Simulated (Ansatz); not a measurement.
# LuCrB2O6: the cost of one run

Program: Ansatz 0.2.0. Level of theory: DFT PBE, scalar-relativistic, plane waves, PAW. These are calculated values, not measurements.

### Step 1. The starting structure

Symmetry: R-3, No. 148, trigonal system. Conventional cell: a = 4.773 Å, b = 4.773 Å, c = 15.458 Å, α = 90.00°, β = 90.00°, γ = 120.00°. Around Lu (site symmetry -3) lie 6 O at 2.26 Å. Cr (site symmetry -3) is surrounded by 6 O at 2.02 Å. Around B (site symmetry 3) lie 3 O at 1.39 Å. Around O (site symmetry 1) lie 1 B at 1.39 Å.

As a file:

```xyz
10
Lattice="2.3867 1.3779 5.1526 -2.3867 1.3779 5.1526 0.0000 -2.7559 5.1526" Properties=species:S:1:pos:R:3 pbc="T T T"
Lu    0.0000    0.0000    7.7289
Cr    2.3867    1.3779    5.1526
B     0.0000    0.0000   11.4518
B     0.0000    0.0000    4.0061
O     1.7853   -0.1304    6.3458
O    -1.0056   -1.4809    6.3458
O    -0.7797    1.6113    6.3458
O     1.0056    1.4809    9.1121
O     0.7797   -1.6113    9.1121
O    -1.7853    0.1304    9.1121
```

An earlier run at PBE left this cell at 10.167 Å³/atom and -0.02 GPa (6×6×6 mesh).

### Step 2. Antiferromagnetic, propagation vector (0, 0, 3/2)

input.yaml

```yaml
crystal:
  lattice:
    - [2.3866734782, -1.3779465785, 10.3052650515]
    - [0.0, 2.7558931469, 10.3052650528]
    - [-2.3866734782, -1.3779465785, 10.3052650515]
  atoms:
    - { symbol: Lu, position: [0.25, 0.25, 0.25] }
    - { symbol: Cr, position: [0.5, 0.5, -0.5], spin: 3.0 }
    - { symbol: B, position: [0.3704175573, 0.3704175573, 0.3704175573] }
    - { symbol: B, position: [0.1295824427, 0.1295824427, 0.1295824427] }
    - { symbol: O, position: [0.5950386544, 0.1737190179, -0.1529713468] }
    - { symbol: O, position: [0.1737190179, -0.1529713468, 0.5950386544] }
    - { symbol: O, position: [-0.1529713468, 0.5950386544, 0.1737190179] }
    - { symbol: O, position: [0.3262809821, 0.6529713468, -0.0950386544] }
    - { symbol: O, position: [0.6529713468, -0.0950386544, 0.3262809821] }
    - { symbol: O, position: [-0.0950386544, 0.3262809821, 0.6529713468] }
    - { symbol: Lu, position: [0.75, 0.75, 0.75] }
    - { symbol: Cr, position: [1.0, 1.0, 0.0], spin: -3.0 }
    - { symbol: B, position: [0.8704175573, 0.8704175573, 0.8704175573] }
    - { symbol: B, position: [0.6295824427, 0.6295824427, 0.6295824427] }
    - { symbol: O, position: [1.0950386544, 0.6737190179, 0.3470286532] }
    - { symbol: O, position: [0.6737190179, 0.3470286532, 1.0950386544] }
    - { symbol: O, position: [0.3470286532, 1.0950386544, 0.6737190179] }
    - { symbol: O, position: [0.8262809821, 1.1529713468, 0.4049613456] }
    - { symbol: O, position: [1.1529713468, 0.4049613456, 0.8262809821] }
    - { symbol: O, position: [0.4049613456, 0.8262809821, 1.1529713468] }
basis:
  ecutwfc: 420
  ecutrho_ratio: 4
kpoints:
  mp_grid: { grid: [6, 6, 6] }
hamiltonian:
  xc: pbe
scf:
  occupations: { method: gaussian, width: 0.05 }
  lower_state_search: "off"
output:
  forces: true
  stress: true
  eigenvalues: true
  populations: true
magnetization:
  spin_polarized: true
```

Command:

```bash
$ ansatz run input.yaml --threads 4 --pin off --max-ram 10240MiB --backend cpu --events-out ev --progress --plain --runs-dir out
```

**Question.** How long does this run take on 4 threads of Intel Xeon at 2.50GHz (Skylake/Cascade Lake), shared host, and how much memory does it need?

About 54 s, with a peak of 1.5 GiB.
